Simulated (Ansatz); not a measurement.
# Clamped-ion strain scan in AlRu

Computed with Ansatz 0.2.0, DFT r2SCAN, scalar-relativistic, plane waves, PAW. Cutoff 500 eV, Γ-centred 20×20×20 k-points, Gaussian smearing of 0.15 eV. No spin polarisation. Energies are free energies at this smearing, counted from the undisturbed cell; pressure is positive in compression.

The undisturbed cell (relaxed at this level; it needn't be the usual structure):

```yaml
crystal:
  lattice:
    - [2.98262, 0.00000, 0.00000]
    - [0.00000, 2.98262, 0.00000]
    - [0.00000, 0.00000, 2.98262]
  atoms:
    - { symbol: Al, position: [0.00000, 0.00000, 0.00000] }
    - { symbol: Ru, position: [0.50000, 0.50000, 0.50000] }
```

The cell is strained by ε times the Voigt pattern (0, 1, 0, 0, 0, 0) (xx, yy, zz, yz, xz, xy; engineering shear) with fractional coordinates fixed. The cell is metallic on the mesh throughout.

```
      ε  ΔE (meV/atom) stress summed along the pattern (GPa, tension positive) pressure (GPa)
-0.0600           59.7                                                   -26.09            16.1
-0.0450           32.2                                                   -18.36            11.5
-0.0300           13.8                                                   -11.52             7.3
-0.0150            3.3                                                    -5.43             3.5
 0.0000            0.0                                                     0.02             0.0
 0.0150            3.1                                                     4.92            -3.2
 0.0300           12.0                                                     9.35            -6.0
 0.0450           26.2                                                    13.34            -8.6
 0.0525           35.0                                                    15.19            -9.9
 0.0600           45.0                                                    16.94           -11.0
```

Cost: 10 runs of about 5 core-minutes in all, on Intel Xeon Processor @ 2.70GHz (shared hosts).